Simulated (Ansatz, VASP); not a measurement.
## Ta in VASP and in Ansatz

File POSCAR:

```
Ta
1.0
   -1.6441670000      1.6441670000      1.6441670000
    1.6441670000     -1.6441670000      1.6441670000
    1.6441670000      1.6441670000     -1.6441670000
Ta
1
Direct
    0.0000000000      0.0000000000      0.0000000000
```

The input INCAR.step1:

```
  ALGO = Normal
  EDIFF = 1E-4
  ENCUT = 600
  GGA = PE
  ISMEAR = 0
  LASPH = T
  LCHARG = F
  LREAL = F
  LWAVE = T
  NELM = 100
  PREC = Accurate
  SIGMA = 0.15
```

The input INCAR.step2:

```
  ALGO = Normal
  EDIFF = 1E-6
  EDIFFG = -0.01
  ENCUT = 600
  IBRION = 2
  ISIF = 3
  ISMEAR = 0
  ISTART = 1
  LASPH = T
  LCHARG = F
  LMIXTAU = T
  LREAL = F
  LWAVE = F
  METAGGA = R2SCAN
  NELM = 100
  NSW = 60
  PREC = Accurate
  SIGMA = 0.15
```

The input KPOINTS:

```
k-points
0
Gamma
  8 8 8
```

Input for Ansatz:

```yaml
crystal:
  lattice:
    - [-1.644167, 1.644167, 1.644167]
    - [1.644167, -1.644167, 1.644167]
    - [1.644167, 1.644167, -1.644167]
  atoms:
    - { symbol: Ta, position: [0.0, 0.0, 0.0] }
  symmetry: { tolerance: 0.0003 }
kpoints:
  mp_grid: { grid: [8, 8, 8], shift: [0, 0, 0] }
magnetization:
  spin_polarized: false
scf:
  occupations: { method: gaussian, width: 0.15 }
hamiltonian:
  pseudopotentials: { kind: paw }
  xc: r2scan
basis:
  ecutwfc: 500
output:
  forces: true
  stress: true
  eigenvalues: true
relax:
  max_steps: 40
  cell: {}
```

The cell was built by a generator and needn't be a form met in nature.

Alike in both runs: task relaxation of cell and atoms; functional r2SCAN; k mesh 8 × 8 × 8; occupations gaussian, width 0.15 eV; no spin polarisation.

|  | VASP | Ansatz |
| --- | --- | --- |
| version | VASP 6.6.1 | Ansatz 0.2.0 |
| potentials or method | VASP PAW PBE potentials, release 64 (Ta_pv) | PAW plane waves |
| plane-wave cutoff (eV) | 600 | 500 |
| valence electrons in the cell | 11 | 13 |

Ansatz gave:

| Quantity | Value |
| --- | --- |
| gap on the k mesh at the Fermi level, each at its own relaxed structure (eV) | none |
| relaxed volume (Å³/atom) | 17.85 |
| relaxed cell length with the largest relative difference (Å) | 2.851 |

Estimate VASP's values.

gap on the k mesh at the Fermi level, each at its own relaxed structure (eV): none; relaxed volume (Å³/atom): 17.90; relaxed cell length with the largest relative difference (Å): 2.854.

A gap of «none» marks a metal or a gap that the smearing closes. The two sets of potentials don't hold the same shells in valence.

Caveats: the PAW data sets were made with another functional, which shifts forces and pressure a little (VASP). Spin-orbit coupling is left out, which matters for the levels of Ta.
